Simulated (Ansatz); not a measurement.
# ZnS: the cost of one run

Program: Ansatz 0.2.0. Level of theory: DFT PBE, scalar-relativistic, plane waves, PAW. These are calculated values, not measurements.

### Step 1. The structure to begin with

Symmetry: F-43m, No. 216, cubic system. Conventional cell: a = 5.409 Å, b = 5.409 Å, c = 5.409 Å, α = 90.00°, β = 90.00°, γ = 90.00°. Zn (site symmetry -43m) is surrounded by 4 S at 2.34 Å. S (site symmetry -43m) has 4 Zn at 2.34 Å in its first shell of neighbours.

Structure file:

```
Zn S
1.0
     0.00000    2.70465    2.70465
     2.70465    0.00000    2.70465
     2.70465    2.70465    0.00000
Zn S
1 1
Cartesian
  0.0000 0.0000 0.0000
  4.0570 4.0570 4.0570
```

No relaxation comes first: the listed cell is the starting point.

### Step 2. Zero of energy

Reference values: F = -4222.7312 eV; pressure 1.37 GPa; largest force 0.000 eV/Å; gap on the mesh 2.10 eV. It was computed beforehand with the settings of the runs below.

### Step 3. The scan: one atom moved over a plane

Atom 1 (Zn) is moved by p along (1.000, 0.000, 0.000) and q along (0.000, 1.000, 0.000) (Å), all else fixed; its images in the other cells move with it. Points alike by symmetry are run once.

### Step 4. At p = -0.600, q = -0.600

File input.yaml:

```yaml
crystal:
  lattice:
    - [0.0, 2.70465, 2.70465]
    - [2.70465, 0.0, 2.70465]
    - [2.70465, 2.70465, 0.0]
  atoms:
    - { symbol: Zn, position: [0.0, 0.0, -0.2218401642] }
    - { symbol: S, position: [0.75, 0.75, 0.75] }
basis:
  ecutwfc: 420
kpoints:
  mp_grid: { grid: [10, 10, 10] }
hamiltonian:
  xc: pbe
scf:
  occupations: { method: gaussian, width: 0.05 }
output:
  forces: true
  stress: true
  eigenvalues: true
  write_density: true
  write_potential: true
  elf: true
  volumetric_format: npy
```

The run is started by

```console
> ansatz run input.yaml --threads 1 --pin off --max-ram 2560MiB --backend cpu --events-out ev --progress --plain --runs-dir out
```

What time and memory should one allow on 1 thread of Arm Neoverse V2, shared host?

About 16 s, with a peak of 0.43 GiB.
